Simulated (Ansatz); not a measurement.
## AlRu (Pm-3m), an elastic constant from a strain scan

All numbers below come from DFT PBEsol, scalar-relativistic, plane waves, PAW in Ansatz 0.2.0. Cutoff 420 eV, Γ-centred 20×20×20 k-points, Gaussian smearing of 0.15 eV. No spin polarisation. Energies are free energies at this smearing, counted from the undisturbed cell; pressure is positive in compression.

Zero of the scan (relaxed at this level; it needn't be the usual structure):

```yaml
crystal:
  lattice:
    - [2.97641, 0.00000, 0.00000]
    - [0.00000, 2.97641, 0.00000]
    - [0.00000, 0.00000, 2.97641]
  atoms:
    - { symbol: Al, position: [0.00000, 0.00000, 0.00000] }
    - { symbol: Ru, position: [0.50000, 0.50000, 0.50000] }
```

The cell is strained by ε times the Voigt pattern (0, 1, 0, 0, 0, 0) (xx, yy, zz, yz, xz, xy; engineering shear) with fractional coordinates fixed. The cell holds 2 atoms in V0 = 26.37 Å³. The stress column is τ = (1/V0) dE/dε, got from the stress tensor σ (compression positive) at each point as −det(1 + εP) σ : P(1 + εP)⁻¹, with P the pattern as a tensor.

```
      ε  ΔE (meV/atom)  τ (GPa)
-0.0600         58.085  -25.507
-0.0450         31.352  -17.967
-0.0300         13.383  -11.281
-0.0150          3.208   -5.319
 0.0000          0.000    0.023
 0.0150          3.046    4.826
 0.0300         11.723    9.156
 0.0450         25.477   13.061
 0.0525         34.100   14.866
 0.0600              ?        ?
```

Q: Which combination of elastic constants does this scan measure, and how large is it?

A: For small ε, τ = τ0 + Kε with K = pᵀCp, which for this pattern is C11 in the cubic axes. The parabola through τ at ε = -0.0150, 0 and 0.0150 has slope K = 338 GPa at zero. The energies per cell, E = NΔE, of the same two points give K = 2[E(ε₊)/ε₊ − E(ε₋)/ε₋]/[(ε₊ − ε₋)V0] = 338 GPa, in agreement.

Q: Predict the withheld row at ε = 0.0600 from the harmonic law, and compare.

A: ΔE = V0(τ0 ε + Kε²/2)/N = 50.206 meV/atom and τ = 20.31 GPa. The calculation gives 43.808 meV/atom and 16.58 GPa: the energy lies 13 % below the harmonic value, as bonds soften when stretched.

In a metal these slopes depend on the k mesh and the smearing.